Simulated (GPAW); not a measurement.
The system is Ti.

```
Ti
1.0
     2.95000    0.00000    0.00000
    -1.47500    2.55477    0.00000
     0.00000    0.00000    4.68000
Ti
2
Direct
  0.66667 0.33333 0.75000
  0.33333 0.66667 0.25000
```

Base run:

* Program: GPAW 26.7.0
* Functional: RPBE
* Potentials or basis: the program's PAW data sets (release 1.2.1) made for this functional
* Cutoff: 600 eV
* Basis: pw
* k mesh: 10 × 10 × 6
* Occupations: fermi-dirac, width 0.05 eV
* Spin: no spin polarisation

Its results: band gap on the k mesh none (metal or under the smearing width); pressure 1.1 GPa.

Q: After a change of settings the same cell gave: band gap on the k mesh none (metal or under the smearing width); pressure -10.3 GPa. Which change was it?
A. functional from RPBE to LDA
B. functional from RPBE to BLYP; potentials or basis from the program's PAW data sets (release 1.2.1) made for this functional to PAW data sets generated in the run's folder for this functional
C. functional from RPBE to r2SCAN; potentials or basis from the program's PAW data sets (release 1.2.1) made for this functional to GPAW PAW data sets (gpaw-data 1.2.1)
D. functional from RPBE to SCAN; potentials or basis from the program's PAW data sets (release 1.2.1) made for this functional to GPAW PAW data sets (gpaw-data 1.2.1)

A: A.

LDA binds more tightly than RPBE, so the same cell stands under less pressure.

Runs at the PBE level aren't shown here.
